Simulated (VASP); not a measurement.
# HfN: equation of state with PBEsol

The system is HfN.

```xyz
2
Lattice="0.0000 2.2560 2.2560 2.2560 0.0000 2.2560 2.2560 2.2560 0.0000" Properties=species:S:1:pos:R:3 pbc="T T T"
Hf    0.0000    0.0000    0.0000
N     2.2560    2.2560    2.2560
```

| Quantity | Value |
| --- | --- |
| Program | VASP 6.6.1 |
| Task | equation of state |
| Functional | PBEsol |
| Potentials or basis | VASP PAW PBE potentials, release 64 (Hf_pv, N) |
| Cutoff | 520 eV |
| k mesh | 10 × 10 × 10 |
| Occupations | fermi-dirac, width 0.05 eV |
| Spin | no spin polarisation |
| Ladder | free |
| Further INCAR settings | ALGO = Normal; EDIFF = 1e-07; NBANDS = 14 |

```
Equilibrium volume                      : 11.32 Å³/atom
Bulk modulus                            : 291 GPa
Pressure derivative of the bulk modulus : 4.3
```

Energy against volume, from the lowest point:
```
volume (Å³/atom)  energy (meV/atom)
          10.793              24.08
          11.023               7.16
          11.252               0.00
          11.482               1.60
          11.712              11.07
          11.941              27.61
          12.171              50.46
```

All runs of the series together: 57 s on 1 thread of Intel(R) Xeon(R) 6975P-C (Granite Rapids), on a shared host.

Caveat: the PAW data sets were made with another functional, which shifts forces and pressure a little. The run has no spin-orbit coupling, so splittings on Hf are missing.
